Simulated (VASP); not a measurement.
Set up this calculation in VASP 6.6.1, as the native input.

```
Task                   : optical spectrum
Functional             : PBE
Potentials or basis    : VASP PAW PBE potentials, release 64 (La, O)
Cutoff                 : 520 eV
k mesh                 : 5 × 5 × 8
Occupations            : gaussian, width 0.02 eV
Spin                   : no spin polarisation
Further INCAR settings : ALGO = Fast; EDIFF = 1e-06; NBANDS = 52
```

The structure of La2O3 lies in POSCAR:

```
La2O3
1.0
    6.3702727145      0.0000000000      0.0000000000
   -3.1851363572      5.5168179998      0.0000000000
    0.0000000000      0.0000000000      3.2898942108
La O
2 3
Direct
    0.6666666667      0.3333333333      0.4981030000
    0.3333333333      0.6666666667      0.5018970000
    0.5046070000      0.0000000000      0.0000000000
    0.0000000000      0.5046070000      0.0000000000
    0.4953930000      0.4953930000      0.0000000000
```

The cell comes from a database or a generator and needn't be the stable form of this composition.

These files were run (other wordings do the same):

INCAR

```
  PREC = Accurate
  ENCUT = 520
  EDIFF = 1E-6
  ISMEAR = 0
  SIGMA = 0.02
  LREAL = F
  LASPH = T
  NELM = 60
  ALGO = Fast
  ISIF = 2
  LWAVE = F
  LCHARG = F
  GGA = PE
  LOPTICS = T
  NBANDS = 52
  NEDOS = 2000
  CSHIFT = 0.05
```

KPOINTS

```
regular mesh
0
Gamma
  5 5 8
```

Potentials or basis: VASP PAW PBE potentials, release 64 (La, O).

The run is started by

```console
$ cat potpaw_PBE.64/La/POTCAR potpaw_PBE.64/O/POTCAR > POTCAR
$ mpirun -np 1 vasp_std > vasp.out
```

It gave:

```json
{"Pressure": "-0.3 GPa", "Largest force": "0.036 eV/Å", "Band gap on the k mesh": "1.64 eV, indirect (least direct gap 2.08 eV)"}
```

Caveat: spectra need much finer meshes, so this one isn't converged; independent-particle spectra lack excitons; spin-orbit coupling is left out, which moves the levels of the heavy elements; an odd mesh through Γ misses points on the zone boundary, where band edges often lie.

Run time: 9.8 min on 1 thread of AMD EPYC 7R43 64-Core Processor (Zen 3), on a shared host, peak memory 0.45 GiB.
